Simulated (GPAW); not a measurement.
Runs of GPAW 26.7.0 on TiSi2. It takes space group Cmcm (No. 63, orthorhombic). The conventional cell has a = 3.530 Å, b = 13.519 Å, c = 3.565 Å, α = 90.00°, β = 90.00°, γ = 90.00°. Ti (site symmetry m2m) has 10 Si at 2.58 to 2.81 Å as nearest neighbours. Si (site symmetry m2m) has 4 Si at 2.51 Å and 4 Ti at 2.66 to 2.67 Å as nearest neighbours. Around Si (site symmetry m2m) lie 2 Si at 2.38 Å and 4 Ti at 2.58 Å. The cell comes from a database or a generator and needn't be the stable form of this composition.

```csv
task,level,potentials or basis,k mesh,cutoff (eV),smearing,maxiter,convergence,band path,band points,fermi k mesh,mesh quality,gap on the mesh (eV),pressure (GPa),V0 of scaled cells (Å³/atom),B0 (GPa),largest force (eV/Å)
single point,LDA,"the program's PAW data sets (release 1.2.1) made for this functional, pw",6 × 6 × 6,500,fermi-dirac 0.05 eV,120,default,-,-,-,not flagged,none,-4.7,-,-,0.15
single point,TB-mBJ,"GPAW PAW data sets for LDA (gpaw-data 1.2.1), pw",6 × 6 × 6,600,fermi-dirac 0.05 eV,150,-,-,-,-,not flagged,none,-,-,-,-
band structure,PBE,"GPAW PAW data sets (gpaw-data 1.2.1), pw",5 × 5 × 5,600,fermi-dirac 0.05 eV,150,-,"GXSRAZGYX1A1TY,ZT",80,-,coarse,-,2.3,-,-,0.22
single point,LDA,"the program's PAW data sets (release 1.2.1) made for this functional, pw",6 × 6 × 6,450,fermi-dirac 0.05 eV,120,default,-,-,-,not flagged,none,-4.9,-,-,0.15
single point,PBE,"GPAW PAW data sets (gpaw-data 1.2.1), pw",6 × 6 × 6,450,fermi-dirac 0.05 eV,120,default,-,-,-,not flagged,none,2.3,-,-,0.23
band structure,r2SCAN,"GPAW PAW data sets (gpaw-data 1.2.1), pw",5 × 5 × 5,600,fermi-dirac 0.05 eV,150,-,"GXSRAZGYX1A1TY,ZT",80,-,coarse,-,0.4,-,-,0.05
single point,PBEsol,"PAW data sets generated in the run's folder for this functional, pw",8 × 8 × 8,600,fermi-dirac 0.05 eV,150,-,-,-,-,not flagged,none,-1.7,-,-,0.22
equation of state,LDA,"the program's PAW data sets (release 1.2.1) made for this functional, pw",5 × 5 × 5,600,fermi-dirac 0.05 eV,150,-,-,-,-,coarse,-,-,13.74,(b),-
single point,PBE,"GPAW PAW data sets (gpaw-data 1.2.1), pw",6 × 6 × 6,500,fermi-dirac 0.05 eV,120,default,-,-,-,not flagged,none,2.5,-,-,0.23
Fermi surface,PBEsol+D3,"PAW data sets generated in the run's folder for this functional, pw",4 × 4 × 4,510,fermi-dirac 0.01 eV,150,-,-,-,6 × 6 × 6,coarse,none,-5.6,-,-,0.22
band structure,PBEsol,"PAW data sets generated in the run's folder for this functional, pw",5 × 5 × 5,600,fermi-dirac 0.05 eV,150,-,"GXSRAZGYX1A1TY,ZT",80,-,coarse,-,-1.7,-,-,0.23
equation of state,PBEsol,"PAW data sets generated in the run's folder for this functional, pw",8 × 8 × 8,600,fermi-dirac 0.05 eV,150,-,-,-,-,not flagged,-,-,(a),149,-
```

Alike in all rows: no spin polarisation; cell as given.

**Question.** Fill in the values left out.

**Answer.** (a) 14.05; (b) 154.

Caveats: some runs use coarse meshes; the cutoff is short for stress and forces, so pressures can be off by a GPa or more (some runs); the PAW data sets were made with another functional, which shifts forces and pressure a little (some runs); the cell was scaled at fixed shape and fractional positions, which overstates the stiffness of a crystal with free parameters, most of all of layers and chains (some runs); a model potential gives levels but no total energy (some runs); pairwise dispersion overbinds metals, which lowers pressure and volume (some runs).

A k mesh can miss the band edges.

A gap of «none» marks a metal or a gap under the smearing width.

Not every run made on this cell is shown here.
